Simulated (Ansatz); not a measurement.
Runs of Ansatz 0.2.0 on Sb. It takes space group R-3m (No. 166, trigonal). Conventional cell: a = 4.308 Å, b = 4.308 Å, c = 11.274 Å, α = 90.00°, β = 90.00°, γ = 120.00°. Sb (site symmetry 3m) is surrounded by 3 Sb at 2.91 Å. 

```csv
task,level,k mesh,cutoff (eV),smearing,basis error allowed,gap on the mesh (eV),pressure (GPa),largest force (eV/Å)
single point,PBE,8 × 8 × 8,230,gaussian 0.013 eV,0.001 eV/atom,none,2.7,0.14
single point,PBE,8 × 8 × 8,230,gaussian 0.026 eV,0.001 eV/atom,none,2.7,0.14
elastic constants,LDA,6 × 6 × 6,249,fermi-dirac 0.05 eV,0.001 eV/atom,none,-1.1,0.07
single point,PBE,5 × 5 × 5,212,fermi-dirac 0.03 eV,0.002 eV/atom,(a),2.6,(b)
single point,PBE,8 × 8 × 8,230,gaussian 0.025 eV,0.001 eV/atom,none,2.7,0.14
```

Alike in all rows: potentials or basis all-electron LAPW, scalar-relativistic; no spin polarisation; cell as given.

Task: Estimate the missing entries.

Result: (a) 0.38; (b) 0.04.

Caveats: the k mesh is thin for a metal, which can move the energy by tens of meV per atom (some runs); elastic constants of metals need much finer meshes, so these are rough (some runs); spin-orbit coupling is left out, which moves the levels of the heavy elements (some runs); an odd mesh through Γ misses points on the zone boundary, where band edges often lie (some runs).

A k mesh can miss the band edges, and the runs leave out spin-orbit coupling on Sb.

A gap of «none» marks a metal or a gap under the smearing width.
